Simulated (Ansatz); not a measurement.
AlSb (zinc blende)

```yaml
crystal:
  lattice:
    - [0.00000, 3.08862, 3.08862]
    - [3.08862, 0.00000, 3.08862]
    - [3.08862, 3.08862, 0.00000]
  atoms:
    - { symbol: Sb, position: [0.75000, 0.75000, 0.75000] }
    - { symbol: Al, position: [0.00000, 0.00000, 0.00000] }
```

In this cell atom 1 (Sb, nearest neighbour Al at 2.675 Å; its periodic images, 4.4 Å or more away, move with it) is moved by s along Cartesian [110], unit vector (0.707, 0.707, 0.000); all other atoms and the cell stay fixed.

The numbers are results of r2SCAN (plane waves to 500 eV, PAW, scalar-relativistic; Ansatz, a program for electronic structure), not measurements. k mesh 11×11×11 (Γ-centred), Fermi-Dirac smearing 0.05 eV. E stands for the smeared free energy. AlSb was relaxed with its symmetry unable to fall. Spin-orbit coupling is left out, though Sb is heavy. ΔE is measured from the undisplaced structure.

```
s (Å)   ΔE (meV/cell)
------  -------------
-0.270          294.5
-0.216          187.9
-0.162          105.5
-0.108           46.8
-0.054           11.7
0.000             0.0
0.054            11.7
0.108            46.8
0.162           105.5
0.216           187.9
0.270           294.5
```

### Question
What force constant k = d²E/ds² at s = 0 does the table give?

### Answer
8.0 eV/Å². It is the second difference of the nearest points, corrected with the next pair.

### Question
With k = 8.01 eV/Å² from the forces, is the well harmonic out to s = 0.270 Å?

### Answer
½ks² = 292.1 meV/cell against the computed 294.5 meV/cell, so the well is close to harmonic there.

(A displaced cell: forces are minus the slopes of the energy, force constants its curvatures, and phonons follow from these.)
